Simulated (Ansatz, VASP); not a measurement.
# Two plane-wave programs on Os

```xyz
1
Lattice="0.0000 1.9103 1.9103 1.9103 0.0000 1.9103 1.9103 1.9103 0.0000" Properties=species:S:1:pos:R:3 pbc="T T T"
Os    0.0000    0.0000    0.0000
```

Alike in both runs: functional PBEsol; k mesh 24 × 24 × 24; occupations gaussian, width 0.1 eV; no spin polarisation.

Ansatz relaxed the structure, and its values are those at the end. VASP's run is a single point on that final structure, the one shown.

|  | VASP | Ansatz |
| --- | --- | --- |
| version | VASP 6.6.1 | Ansatz 0.2.0 |
| potentials or method | VASP PAW PBE potentials, release 64 (Os) | scalar-relativistic, plane waves, PAW |
| plane-wave cutoff (eV) | 520 | 420 |
| valence electrons in the cell | 8 | 16 |

```csv
,VASP,Ansatz,Ansatz less VASP
gap on the k mesh at the Fermi level (eV),none,none,-
pressure (GPa),0.5,0.0,-0.53
```

A gap of «none» marks a metal or a gap that the smearing closes. The functional is the same, so the differences come from potentials, cutoffs and numerics. The two sets of potentials don't hold the same shells in valence.

Caveats: the PAW data sets were made with another functional, which shifts forces and pressure a little (VASP). Spin-orbit coupling is left out, which matters for the levels of Os.
